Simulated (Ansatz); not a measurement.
# CH4N2O: an energy map over angle O4–C2–N3 and angle H7–N3–C2

A grid of calculations on CH₄N₂O, SMILES NC(N)=O, to see where the energy is lowest and how it rises around there.

Computed with Ansatz 0.2.0. Level: RKS r2SCAN-D4/def2-TZVP.

## Step 1: Starting geometry

8 atoms, charge 0, spin multiplicity 1.

Atoms are counted from 1 here; the program's logs count them from 0.

Bond lengths: N1–C2 1.393 Å, N1–H5 1.021 Å, N1–H6 1.022 Å, C2–N3 1.393 Å, C2–O4 1.226 Å, N3–H7 1.021 Å, N3–H8 1.022 Å. Angles: C2–N1–H5 113.1°, C2–N1–H6 118.5°, H5–N1–H6 114.5°, N1–C2–N3 113.8°, N1–C2–O4 123.1°, N3–C2–O4 123.1°, C2–N3–H7 113.1°, C2–N3–H8 118.5°, H7–N3–H8 114.5°.

As a file:

```mol
CH4N2O
  3D, bonds by distance, orders not assigned

  8  7  0  0  0  0  0  0  0  0999 V2000
   -0.0746    1.1586   -0.2458 N   0  0
   -0.2338   -0.2159   -0.4035 C   0  0
    0.3375   -0.9688    0.6193 N   0  0
   -0.8224   -0.7168   -1.3549 O   0  0
   -0.6647    1.7043   -0.8752 H   0  0
   -0.0024    1.5361    0.7008 H   0  0
    0.4002   -1.9632    0.3969 H   0  0
    1.1522   -0.5914    1.1067 H   0  0
  1  2  8  0
  1  5  8  0
  1  6  8  0
  2  3  8  0
  2  4  8  0
  3  7  8  0
  3  8  8  0
M  END
```

This geometry comes from a loose relaxation at PBE in a small basis, which is not shown.

## Step 2: Relaxing the molecule

Contents of input.yaml:

```yaml
crystal:
  periodic: [false, false, false]
  atoms:
    - { symbol: "N", position_ang: [-0.07459, 1.158569, -0.245782] }
    - { symbol: C, position_ang: [-0.233765, -0.215896, -0.403505] }
    - { symbol: "N", position_ang: [0.337464, -0.968802, 0.61927] }
    - { symbol: O, position_ang: [-0.822389, -0.716765, -1.354898] }
    - { symbol: H, position_ang: [-0.664662, 1.704262, -0.87521] }
    - { symbol: H, position_ang: [-0.002411, 1.536122, 0.700848] }
    - { symbol: H, position_ang: [0.400208, -1.963159, 0.396907] }
    - { symbol: H, position_ang: [1.152245, -0.591432, 1.10667] }
basis:
  gaussian: { orbitals: def2-TZVP }
hamiltonian:
  xc: r2scan
  dispersion: d4
output:
  forces: true
relax:
  f_tol: 0.003
  max_steps: 120
```

Command:

```bash
$ ansatz run input.yaml --threads 1 --pin off --max-ram 2560MiB --backend cpu --events-out ev --progress --plain --runs-dir out
```

Output, shortened:

```text
Warning: RAYON_NUM_THREADS=1 ignored (pool sized by the plan → 1); use --threads N
[...]
Functional definition: r2SCAN
[...]
817 factors; their error is unknown
[...]
mean field -6129.33740612 eV, -225.2489950606 hartree, gradient 2.9e-5 eV, S^2 0.000000; 0 other end points of the search recorded, 0 dependent functions left out
[...]
reference -6129.33741454 eV, -225.2489953702 hartree; 16, 16 occupied and 132, 132 virtual orbitals, 817 factors
relax step   1: F+E_penalty+E_count = -6129.36369832 eV  Δ(F+E_penalty+E_count) = +0.000e0 eV  max|allowed force component| = 6.938e-1 eV/Å  Δτ_max = 0.0000 Å  (28 SCF iters, accepted)
[...]
relax step   6: F+E_penalty+E_count = -6129.39026380 eV  Δ(F+E_penalty+E_count) = -8.403e-6 eV  max|allowed force component| = 4.070e-3 eV/Å  Δτ_max = 0.0022 Å  (33 SCF iters, accepted)
[...]
relax step   7: F+E_penalty+E_count = -6129.39026441 eV  Δ(F+E_penalty+E_count) = -6.074e-7 eV  max|allowed force component| = 3.768e-4 eV/Å  Δτ_max = 0.0004 Å  (34 SCF iters, accepted)
817 factors; their error is unknown
[...]
mean field -6129.36391967 eV, -225.2499694156 hartree, gradient 1.9e-5 eV, S^2 0.000000; 1 other end points of the search recorded, 0 dependent functions left out
[...]
reference -6129.36392800 eV, -225.2499697220 hartree; 16, 16 occupied and 132, 132 virtual orbitals, 817 factors
Total energy: -6129.39027274 eV, -225.2509378733 hartree
Atom 0 at    -0.073226     1.150124    -0.246497 Å, force     0.000071     0.000029     0.000377 eV/Å
Atom 1 at    -0.231957    -0.214328    -0.400493 Å, force    -0.000172    -0.000258    -0.000226 eV/Å
Atom 2 at     0.332804    -0.963109     0.614897 Å, force     0.000169     0.000338     0.000066 eV/Å
Atom 3 at    -0.815730    -0.711105    -1.344050 Å, force    -0.000046    -0.000128    -0.000238 eV/Å
Atom 4 at    -0.663134     1.688739    -0.860578 Å, force     0.000069    -0.000088     0.000064 eV/Å
Atom 5 at     0.010273     1.515831     0.689137 Å, force     0.000021     0.000062    -0.000016 eV/Å
Atom 6 at     0.404355    -1.942878     0.391016 Å, force    -0.000100     0.000063     0.000065 eV/Å
Atom 7 at     1.128715    -0.580375     1.100867 Å, force    -0.000011    -0.000019    -0.000092 eV/Å
Dipole moment:     0.380715     0.323990     0.615372 e Å
```

Run time: 41 s. Hardware: 1 thread of Arm Neoverse V2, shared host; peak memory 0.24 GiB.

Relaxation path:

```tsv
step	energy from step 1 (eV)	largest force component (eV/Å)
1	0.0000	0.6938
2	-0.0248	0.1429
3	-0.0264	0.0313
4	-0.0265	0.0142
5	-0.0266	0.0088
6	-0.0266	0.0041
7	-0.0266	0.0004
```

Distances of close pairs at the start and the end, largest changes first:

```tsv
bond	before (Å)	after (Å)	change (Å)
N1–H6	1.022	1.008	-0.014
N3–H8	1.022	1.008	-0.014
N1–H5	1.021	1.008	-0.013
N3–H7	1.021	1.008	-0.013
N1–C2	1.393	1.382	-0.010
C2–N3	1.393	1.382	-0.010
C2–O4	1.226	1.216	-0.010
```

## Step 3: Setting up the map

First coordinate, angle O4–C2–N3: 9 values from 88.0 to 158.0 °. Second coordinate, angle H7–N3–C2: 9 values from 78.1 to 148.1 °.

Nothing else is relaxed (all other coordinates rigid). Energies count from the relaxed molecule at the same level.

Below, 3 of the grid's runs; all are launched alike.

## Step 4: Point angle O4–C2–N3 = 123.0°, angle H7–N3–C2 = 113.1°

Contents of input.yaml:

```yaml
crystal:
  periodic: [false, false, false]
  atoms:
    - { symbol: "N", position_ang: [-0.073226, 1.150124, -0.246497] }
    - { symbol: C, position_ang: [-0.231957, -0.214328, -0.400493] }
    - { symbol: "N", position_ang: [0.332804, -0.963109, 0.614897] }
    - { symbol: O, position_ang: [-0.815641, -0.711568, -1.343861] }
    - { symbol: H, position_ang: [-0.663134, 1.688739, -0.860578] }
    - { symbol: H, position_ang: [0.010273, 1.515831, 0.689137] }
    - { symbol: H, position_ang: [0.404258, -1.942837, 0.390805] }
    - { symbol: H, position_ang: [1.128715, -0.580375, 1.100867] }
basis:
  gaussian: { orbitals: def2-TZVP }
hamiltonian:
  xc: r2scan
  dispersion: d4
output:
  forces: true
```

Command:

```bash
$ ansatz run input.yaml --threads 1 --pin off --max-ram 2560MiB --backend cpu --events-out ev --progress --plain --runs-dir out
```

Output, shortened:

```text
Warning: RAYON_NUM_THREADS=1 ignored (pool sized by the plan → 1); use --threads N
[...]
Functional definition: r2SCAN
[...]
817 factors; their error is unknown
[...]
mean field -6129.36391809 eV, -225.2499693577 hartree, gradient 3.3e-5 eV, S^2 0.000000; 0 other end points of the search recorded, 0 dependent functions left out
[...]
reference -6129.36392642 eV, -225.2499696640 hartree; 16, 16 occupied and 132, 132 virtual orbitals, 817 factors
Total energy: -6129.39027118 eV, -225.2509378159 hartree
Atom 0 at    -0.073226     1.150124    -0.246497 Å, force    -0.001342    -0.000766    -0.002102 eV/Å
Atom 1 at    -0.231957    -0.214328    -0.400493 Å, force     0.000905    -0.004600     0.002264 eV/Å
Atom 2 at     0.332804    -0.963109     0.614897 Å, force     0.000529     0.001687     0.000948 eV/Å
Atom 3 at    -0.815641    -0.711568    -1.343861 Å, force    -0.001014     0.004453    -0.002097 eV/Å
Atom 4 at    -0.663134     1.688739    -0.860578 Å, force     0.000071     0.000257     0.000057 eV/Å
Atom 5 at     0.010273     1.515831     0.689137 Å, force    -0.000084    -0.000291    -0.000078 eV/Å
Atom 6 at     0.404258    -1.942837     0.390805 Å, force     0.000644    -0.000006     0.000892 eV/Å
Atom 7 at     1.128715    -0.580375     1.100867 Å, force     0.000290    -0.000733     0.000115 eV/Å
Dipole moment:     0.380634     0.324318     0.615213 e Å
```

Wall time 4.5 s (1 thread of Arm Neoverse V2, shared host); peak memory 0.15 GiB.

On the map this point reads 0 kJ/mol.

## Step 5: Grid point angle O4–C2–N3 = 149.3°, angle H7–N3–C2 = 130.6°

Contents of input.yaml:

```yaml
crystal:
  periodic: [false, false, false]
  atoms:
    - { symbol: "N", position_ang: [-0.073226, 1.150124, -0.246497] }
    - { symbol: C, position_ang: [-0.231957, -0.214328, -0.400493] }
    - { symbol: "N", position_ang: [0.332804, -0.963109, 0.614897] }
    - { symbol: O, position_ang: [-0.849684, -0.169114, -1.446556] }
    - { symbol: H, position_ang: [-0.663134, 1.688739, -0.860578] }
    - { symbol: H, position_ang: [0.010273, 1.515831, 0.689137] }
    - { symbol: H, position_ang: [0.526368, -1.950264, 0.671886] }
    - { symbol: H, position_ang: [1.128715, -0.580375, 1.100867] }
basis:
  gaussian: { orbitals: def2-TZVP }
hamiltonian:
  xc: r2scan
  dispersion: d4
output:
  forces: true
```

Command:

```bash
$ ansatz run input.yaml --threads 1 --pin off --max-ram 2560MiB --backend cpu --events-out ev --progress --plain --runs-dir out
```

Output, shortened:

```text
Warning: RAYON_NUM_THREADS=1 ignored (pool sized by the plan → 1); use --threads N
[...]
Functional definition: r2SCAN
[...]
817 factors; their error is unknown
[...]
mean field -6127.40600409 eV, -225.1780173452 hartree, gradient 2.3e-5 eV, S^2 0.000000; 0 other end points of the search recorded, 0 dependent functions left out
[...]
reference -6127.40601239 eV, -225.1780176505 hartree; 16, 16 occupied and 132, 132 virtual orbitals, 817 factors
Total energy: -6127.43226967 eV, -225.1789825875 hartree
Atom 0 at    -0.073226     1.150124    -0.246497 Å, force     2.363903     1.898032     4.049155 eV/Å
Atom 1 at    -0.231957    -0.214328    -0.400493 Å, force    -0.082486     5.135527    -0.774746 eV/Å
Atom 2 at     0.332804    -0.963109     0.614897 Å, force     0.199410    -1.006681    -0.038299 eV/Å
Atom 3 at    -0.849684    -0.169114    -1.446556 Å, force    -1.647592    -6.965287    -2.516750 eV/Å
Atom 4 at    -0.663134     1.688739    -0.860578 Å, force     0.150232    -0.246188     0.232994 eV/Å
Atom 5 at     0.010273     1.515831     0.689137 Å, force     0.230665     0.486112     0.332719 eV/Å
Atom 6 at     0.526368    -1.950264     0.671886 Å, force    -0.958210    -0.388455    -1.084243 eV/Å
Atom 7 at     1.128715    -0.580375     1.100867 Å, force    -0.255921     1.086940    -0.200830 eV/Å
Dipole moment:     0.421010    -0.055405     0.716083 e Å
```

Wall time 5 s (1 thread of Arm Neoverse V2, shared host); peak memory 0.15 GiB.

Energy on the map's scale: 189 kJ/mol.

## Step 6: The run at angle O4–C2–N3 = 149.3°, angle H7–N3–C2 = 121.9°

input.yaml: that of step 5 with these lines changed.

```diff
@@ -9,3 +9,3 @@
     - { symbol: H, position_ang: [0.010273, 1.515831, 0.689137] }
-    - { symbol: H, position_ang: [0.526368, -1.950264, 0.671886] }
+    - { symbol: H, position_ang: [0.467223, -1.958152, 0.531168] }
     - { symbol: H, position_ang: [1.128715, -0.580375, 1.100867] }
```

Command:

```bash
$ ansatz run input.yaml --threads 1 --pin off --max-ram 2560MiB --backend cpu --events-out ev --progress --plain --runs-dir out
```

Output, shortened:

```text
Warning: RAYON_NUM_THREADS=1 ignored (pool sized by the plan → 1); use --threads N
[...]
Functional definition: r2SCAN
[...]
817 factors; their error is unknown
[...]
mean field -6127.55927695 eV, -225.1836500190 hartree, gradient 2.3e-5 eV, S^2 0.000000; 0 other end points of the search recorded, 0 dependent functions left out
[...]
reference -6127.55928523 eV, -225.1836503234 hartree; 16, 16 occupied and 132, 132 virtual orbitals, 817 factors
Total energy: -6127.58555671 eV, -225.1846157825 hartree
Atom 0 at    -0.073226     1.150124    -0.246497 Å, force     2.325929     1.925178     4.008841 eV/Å
Atom 1 at    -0.231957    -0.214328    -0.400493 Å, force    -0.022911     5.576748    -0.594686 eV/Å
Atom 2 at     0.332804    -0.963109     0.614897 Å, force    -0.389292    -1.237034    -0.761568 eV/Å
Atom 3 at    -0.849684    -0.169114    -1.446556 Å, force    -1.653950    -7.015812    -2.566057 eV/Å
Atom 4 at    -0.663134     1.688739    -0.860578 Å, force     0.145725    -0.229398     0.236895 eV/Å
Atom 5 at     0.010273     1.515831     0.689137 Å, force     0.229215     0.498428     0.336754 eV/Å
Atom 6 at     0.467223    -1.958152     0.531168 Å, force    -0.442114    -0.135379    -0.456839 eV/Å
Atom 7 at     1.128715    -0.580375     1.100867 Å, force    -0.192603     0.617269    -0.203339 eV/Å
Dipole moment:     0.415956    -0.056549     0.688954 e Å
```

Wall time 5.4 s (1 thread of Arm Neoverse V2, shared host); peak memory 0.15 GiB.

On the map this point reads 174 kJ/mol.

## Step 7: The map

81 points were computed. Energies in kJ/mol, from the relaxed molecule at the same level:

| angle H7–N3–C2 (°) ↓, angle O4–C2–N3 (°) → | 88.0 | 96.8 | 105.5 | 114.3 | 123.0 | 131.8 | 140.5 | 149.3 | 158.0 |
| --- | --- | --- | --- | --- | --- | --- | --- | --- | --- |
| 148.1 | 428 | 271 | 171 | 113 | 92 | 105 | 155 | 253 | 414 |
| 139.4 | 387 | 229 | 130 | 74 | 53 | 67 | 118 | 216 | 377 |
| 130.6 | 357 | 198 | 99 | 43 | 24 | 39 | 90 | 189 | 351 |
| 121.9 | 340 | 178 | 79 | 24 | 6 | 22 | 75 | 174 | 337 |
| 113.1 | 337 | 171 | 71 | 17 | 0 | 17 | 71 | 172 | 336 |
| 104.4 | 349 | 177 | 76 | 22 | 6 | 25 | 80 | 183 | 348 |
| 95.6 | 377 | 198 | 95 | 41 | 26 | 47 | 104 | 208 | 375 |
| 86.9 | 420 | 234 | 128 | 74 | 61 | 82 | 141 | 247 | 416 |
| 78.1 | 482 | 288 | 179 | 124 | 111 | 134 | 195 | 303 | 473 |

On the same grid, largest force on an atom (eV/Å):

| angle H7–N3–C2 (°) ↓, angle O4–C2–N3 (°) → | 88.0 | 96.8 | 105.5 | 114.3 | 123.0 | 131.8 | 140.5 | 149.3 | 158.0 |
| --- | --- | --- | --- | --- | --- | --- | --- | --- | --- |
| 148.1 | 11.9 | 8.0 | 6.0 | 4.5 | 3.4 | 3.1 | 4.1 | 7.5 | 12.4 |
| 139.4 | 11.9 | 7.5 | 5.4 | 3.9 | 2.8 | 2.4 | 4.2 | 7.5 | 12.5 |
| 130.6 | 12.0 | 7.5 | 4.8 | 3.0 | 1.9 | 1.8 | 4.2 | 7.6 | 12.5 |
| 121.9 | 12.3 | 7.6 | 4.5 | 2.5 | 1.0 | 1.9 | 4.3 | 7.7 | 12.6 |
| 113.1 | 12.7 | 7.7 | 4.4 | 2.1 | 0.0 | 2.1 | 4.3 | 7.7 | 12.7 |
| 104.4 | 13.3 | 7.9 | 4.4 | 1.9 | 0.9 | 2.7 | 4.8 | 7.8 | 12.8 |
| 95.6 | 14.0 | 8.2 | 4.5 | 1.9 | 1.9 | 3.6 | 5.6 | 7.9 | 12.9 |
| 86.9 | 14.8 | 8.6 | 4.6 | 2.9 | 3.0 | 4.5 | 6.6 | 8.7 | 12.9 |
| 78.1 | 16.0 | 9.2 | 4.9 | 4.1 | 4.2 | 5.7 | 7.8 | 9.8 | 13.1 |

## Step 8: Results

| quantity | value |
| --- | --- |
| lowest point | angle O4–C2–N3 = 123.0°, angle H7–N3–C2 = 113.1°, 0 kJ/mol |
| highest computed point | angle O4–C2–N3 = 88.0°, angle H7–N3–C2 = 78.1°, 482 kJ/mol above the lowest |
| largest force on an atom (eV/Å) | 0.0 at angle O4–C2–N3 = 123.0°, angle H7–N3–C2 = 113.1° to 16.0 at angle O4–C2–N3 = 88.0°, angle H7–N3–C2 = 78.1°; 0.0 at the lowest point |
| time for the whole task | 7.9 min on 1 thread, shared host |

The lowest computed point is at angle O4–C2–N3 = 123.0°, angle H7–N3–C2 = 113.1°, 0 kJ/mol from the relaxed molecule at the same level. The grid shows no other well, apart from its symmetry copies. The highest computed point, angle O4–C2–N3 = 88.0°, angle H7–N3–C2 = 78.1°, lies 482 kJ/mol above the lowest. Round the minimum the two coordinates are nearly uncoupled.
